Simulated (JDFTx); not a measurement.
Runs of JDFTx 1.7.0 (patched build) on SnTe. It takes space group Fm-3m (No. 225, cubic). The conventional cell has a = 6.302 Å, b = 6.302 Å, c = 6.302 Å, α = 90.00°, β = 90.00°, γ = 90.00°. Around Te (site symmetry m-3m) lie 6 Sn at 3.15 Å. Sn (site symmetry m-3m) has 6 Te at 3.15 Å as nearest neighbours. 

```csv
task,level,potentials or basis,k mesh,max SCF steps,SCF threshold on the energy,solver of the electrons,further solve for the empty bands,local potential set to -Z/r beyond,mesh quality,pressure (GPa)
single point,SCAN,SG15-PBE-1.2,3 × 3 × 3,100,1e-09 Ha,scf,yes,-,coarse,-0.5
single point,PBE,PseudoDojo-SR-PBE-0.4.1-standard (Te) + PseudoDojo-SR-PBE-0.5-standard (Sn) with smoothed tails,7 × 7 × 7,100,1e-09 Ha,scf,yes,6 bohr,not flagged,2.3
single point,PBEsol,PseudoDojo-SR-PBEsol-0.4.1-standard,7 × 7 × 7,100,1e-09 Ha,scf,yes,-,not flagged,(a)
single point,LDA,PseudoDojo-SR-LDA-0.4.1-standard,7 × 7 × 7,100,1e-09 Ha,scf,yes,-,not flagged,-1.6
```

Alike in all rows: no spin polarisation; cell as given; cutoff (eV) 1088; smearing fermi-dirac 0.05 eV.

**Question.** Fill in the values left out.

**Answer.** (a) -0.3.

Caveats: some runs use coarse meshes; the potentials were made for another functional, which shifts forces and pressure (some runs).

Not every run made on this cell is shown here.
